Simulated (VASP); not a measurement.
Input of a VASP 6.6.1 run:

Contents of INCAR:

```
PREC     = Accurate       # precision mode
ENCUT    = 550            # plane-wave cutoff, eV
EDIFF    = 1E-6           # SCF threshold, eV
ISMEAR   = 0              # smearing method
SIGMA    = 0.02           # smearing width, eV
LREAL    = F              # projectors in reciprocal space
LASPH    = T              # aspherical terms in the spheres
NELM     = 80             # most SCF steps
ALGO     = Normal         # electronic algorithm
ISIF     = 2              # what is computed and relaxed
LWAVE    = F              # write WAVECAR
LCHARG   = F              # write CHGCAR
GGA      = PE             # functional
```

KPOINTS

```
Automatic mesh
0
Gamma
  9 9 7
```

The input POSCAR:

```
CuAu
1.0
    2.8107494552      0.0000000000      0.0000000000
    0.0000000000      2.8107494552      0.0000000000
    0.0000000000      0.0000000000      3.6850000000
Au Cu
1 1
Cartesian
    0.0000000000      0.0000000000      0.0000000000
    1.4053747276      1.4053747276      1.8425000000
```

Potentials or basis: VASP PAW PBE potentials, release 64 (Au_GW, Cu_GW).

The run is started by

```console
$ cat potpaw_PBE.64/Au_GW/POTCAR potpaw_PBE.64/Cu_GW/POTCAR > POTCAR
$ mpirun -np 1 vasp_std > vasp.out
```

Problem. What does it give for the band gap on the k mesh?

Solution. None (metal or under the smearing width).

Problem. Estimate the pressure.

Solution. 3.6 GPa.

Stress tensor (GPa, compression positive):
```
3.79 0.00 0.00
0.00 3.79 0.00
0.00 0.00 3.19
```

The run has no spin-orbit coupling, so splittings on Au are missing.
